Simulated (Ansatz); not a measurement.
**TaN under changes of volume**

One of the cells (10.776 Å³/atom); the others are scaled copies at fixed shape and fractional positions:

```
Ta N
1.0
     2.93800    0.00000    0.00000
    -1.46900    2.54438    0.00000
     0.00000    0.00000    2.88300
Ta N
1 1
Direct
  0.00000 0.00000 0.50000
  0.66667 0.33333 0.00000
```

| Item | Value |
| --- | --- |
| Program | Ansatz 0.2.0 |
| Functional | PBE |
| Potentials or basis | Ansatz PAW |
| Cutoff | 420 eV (not typed: the program's choice for these potentials) |
| k mesh | 10 × 10 × 9 |
| Occupations | fermi-dirac, width 0.05 eV |
| Spin | no spin polarisation |

```tsv
volume (Å³/atom)	energy over the lowest point (meV/atom)	pressure (GPa)
10.129	?	?
10.345	34.95	20.6
10.560	12.96	12.2
10.776	1.64	4.7
10.991	0.00	-2.1
11.207	7.03	-8.2
11.422	21.88	-13.7
```

What does the run at 10.129 Å³/atom give?

Energy over the lowest point 68.91 meV/atom; pressure 30.0 GPa.

Worked out: A Birch-Murnaghan fit of order 3 (a polynomial in V^(-2/3)) to the other rows has its minimum at 10.92 Å³/atom with B0 = V·E''(V) = 338 GPa and B' = 4.3 at fixed shape and positions, which overstates the stiffness. It gives 68.98 meV/atom at 10.129 Å³/atom, against the run's 68.91, and -dE/dV = 30.0 GPa, against 30.0.

Energies are extrapolated to zero smearing.
